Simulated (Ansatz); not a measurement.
## Si: energy along a strain

Si, P6/mmm, a = 2.608 Å, c = 2.471 Å. This isn't the element's structure at ambient conditions. Ansatz: LDA, PAW, 420 eV, Γ-centred 24×24×24 mesh on 1 atom, Gaussian smearing 0.15 eV; no spin polarisation. Cell vectors (Å): 2.608 0.000 0.000; -1.304 2.259 0.000; 0.000 0.000 2.471. The cell is strained by x per cent times the pattern (0 0 0 1 0 0) in the order xx yy zz yz xz xy (engineering shears), with fractional coordinates held. y is the free energy over the start, V0 = 14.559 Å³/atom. Symmetry makes y even in x. Points with a strain past 8.5 % were computed too (2) and aren't used here.

| x (%) | y (meV/atom) |
| --- | --- |
| -5.00 | 8.26 |
| 0.00 | 0.00 |
| 1.25 | 0.51 |
| 2.50 | 2.03 |
| 3.75 | 4.61 |
| 6.25 | 12.95 |
| 7.50 | ? |

Problem. Fit y = c2 x² + c4 x⁴ to the other rows, get the stiffness along the pattern, and predict the missing energy.

Solution. Least squares on the rows shown. y = 0.32642 x² + 0.00013399 x⁴. The clamped-ion stiffness p·C·p = 2 × 3.264 eV × 160.2 / 14.559 Å³ = 72 GPa, which is C44 in these axes. At x = 7.50 the fit asked for gives 18.79 meV/atom. The run gave 18.60 meV/atom, so the fit is 0.19 meV/atom too high, 1 % of the span of the series, against an rms of 0.01 meV/atom on the fitted rows. The row lies outside the fitted range. With a term in x⁶ added, a fit to the same known rows predicts 18.54 meV/atom, so most of the miss is curvature that the known rows already hold.

Cost: 9 runs of about 4 core-minutes in all, on Arm Neoverse V1 (shared hosts).